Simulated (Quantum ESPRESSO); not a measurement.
Runs of Quantum ESPRESSO 7.5 on MoS2. It takes space group R3m (No. 160, trigonal). The conventional cell has a = 3.160 Å, b = 3.160 Å, c = 18.450 Å, α = 90.00°, β = 90.00°, γ = 120.00°. Mo (site symmetry 3m) is surrounded by 6 S at 2.39 Å. S (site symmetry 3m) has 3 Mo at 2.39 Å as nearest neighbours. Around S (site symmetry 3m) lie 3 Mo at 2.39 Å. Measurements of this composition are mostly on another form, of space group No. 194.

```csv
task,level,potentials or basis,cell,form of the LDA correlation,gap on the mesh (eV),pressure (GPa),V0 of scaled cells (Å³/atom),B0 (GPa),largest force (eV/Å)
single point,PBEsol,GBRV 1.5 PBEsol,"atoms moved at random, drawn with an rms of 0.05 Å",-,0.85,-3.3,-,-,1.19
single point,PBEsol,GBRV 1.5 PBEsol,as given,-,0.91,0.0,-,-,0.24
band structure,LDA,GBRV 1.5 LDA,as given,PZ81,0.88,-2.6,-,-,0.09
equation of state,PBEsol,GBRV 1.5 PBEsol,as given,-,-,-,(b),(a),-
equation of state,LDA,GBRV 1.5 LDA,as given,PZ81,-,-,17.46,163,-
band structure,PBEsol,GBRV 1.5 PBEsol,as given,-,0.91,0.0,-,-,0.24
```

Alike in all rows: no spin polarisation; k mesh 10 × 10 × 10; cutoff (eV) 612; smearing fermi-dirac 0.05 eV.

Problem. Fill in the values left out.

Solution. (a) 155; (b) 17.75.

Caveats: the cell was scaled at fixed shape and fractional positions, which overstates the stiffness of a crystal with free parameters, most of all of layers and chains (some runs).

A k mesh can miss the band edges, and the runs leave out spin-orbit coupling on Mo.
